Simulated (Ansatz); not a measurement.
# AgCl: a single-point run

The task is a single-point run on AgCl. The structure is shown as the input types it.

The COD entry's cell or inner coordinates are ideal or old and differ from later refinements, so a difference from it is no clean test against experiment.

Method: density functional or hybrid calculation with the settings of its input, plane waves, in Ansatz 0.2.0.

3 further runs of the same task are left out: 3 that didn't finish.

### Step 1. Starting point

Symmetry: Fm-3m, No. 225, cubic system. Conventional cell: a = 5.546 Å, b = 5.546 Å, c = 5.546 Å, α = 90.00°, β = 90.00°, γ = 90.00°. Ag (site symmetry m-3m) has 6 Cl at 2.77 Å as nearest neighbours. Cl (site symmetry m-3m) is surrounded by 6 Ag at 2.77 Å.

The input asks for a charge of +1 e on the cell.

Coordinates:

```cif
data_structure
_symmetry_space_group_name_H-M 'P 1'
_symmetry_Int_Tables_number 1
_cell_length_a 3.9219
_cell_length_b 3.9219
_cell_length_c 3.9219
_cell_angle_alpha 60.000
_cell_angle_beta 60.000
_cell_angle_gamma 60.000
_cell_volume 42.65
loop_
_atom_site_label
_atom_site_type_symbol
_atom_site_fract_x
_atom_site_fract_y
_atom_site_fract_z
_atom_site_occupancy
Ag1 Ag 0.00000 0.00000 0.00000 1
Cl1 Cl 0.50000 0.50000 0.50000 1
```

### Step 2. Running it

input.yaml

```yaml
crystal:
  lattice:
    - [0.0, 2.7731725637, 2.7731725637]
    - [2.7731725637, 0.0, 2.7731725637]
    - [2.7731725637, 2.7731725637, 0.0]
  atoms:
    - { symbol: Ag, position: [0.0, 0.0, 0.0] }
    - { symbol: Cl, position: [0.5, 0.5, 0.5] }
kpoints:
  mp_grid: { grid: [6, 6, 6] }
hamiltonian:
  xc: pbesol
scf:
  occupations: { method: fixed }
  n_extra_bands: 4
  max_iter: 54
output:
  forces: true
  stress: true
  eigenvalues: true
total_charge: 1
```

On the command line:

```console
ansatz run input.yaml --threads 4 --pin off --max-ram 3686MiB --backend cpu --events-out ev --progress --plain --runs-dir out
```

Q: Will this input give a usable result? If not, why, and what should change?

The program refused the input before any cycle. It says: «inconsistent input (scf.occupations.method, magnetization): a σ = 0 step fill (method: fixed, or a smearing width below the step floor) cannot realise an odd electron count (25) without a locked total moment ...»

The typed charge leaves an electron count that fixed occupations can't fill in whole bands.

Remedy: remove the charge, or use smearing if the charged cell is meant.
